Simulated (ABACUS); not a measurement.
The system is MgO.

```xyz
4
Lattice="3.3078 0.0000 0.0000 -1.6539 2.8646 0.0000 0.0000 0.0000 4.9829" Properties=species:S:1:pos:R:3 pbc="T T T"
Mg    1.6539    0.9549    2.5022
Mg    0.0000    1.9098    0.0108
O     1.6539    0.9549    4.4968
O     0.0000    1.9098    2.0053
```

Measurements of this composition are mostly on another form, of space group No. 225.

```yaml
Program: ABACUS 3.10.1
Task: single point
Functional: PBE
Potentials_or_basis: PseudoDojo NC SR 0.4.1 PBE standard
Cutoff: 1143 eV
Density_cutoff: 4572 eV
Basis: plane waves
k_mesh: 9 × 9 × 6
Occupations: fermi-dirac, width 0.05 eV
Spin: no spin polarisation
```

On this cell: pressure 3.2 GPa; largest force 0.006 eV/Å; band gap on the k mesh 3.49 eV, direct.

The same run follows on a disturbed copy (atoms moved at random, drawn with an rms of 0.05 Å):

```
Mg O
1.0
     3.30779    0.00000    0.00000
    -1.65389    2.86463    0.00000
     0.00000    0.00000    4.98288
Mg O
2 2
Direct
  0.66356 0.34963 0.48706
  0.32274 0.67378 0.00891
  0.66321 0.33112 0.90705
  0.30418 0.66108 0.41259
```

Task: What does the disturbed cell give?

Result: The energy moves by +29.8 meV/atom; pressure 3.6 GPa; largest force 1.490 eV/Å; band gap on the k mesh 3.37 eV, direct.

Forces in eV/Å, atoms in the order of the input:
```
Mg  -0.674 -0.741  1.103
Mg   0.291 -0.246 -0.496
O   -0.406  0.269  0.005
O    0.789  0.719 -0.612
```

Stress tensor (GPa, compression positive):
```
 7.06  3.17 -0.28
 3.17  4.09 -0.99
-0.28 -0.99 -0.35
```

Caveats: an odd mesh through Γ misses points on the zone boundary, where band edges often lie.
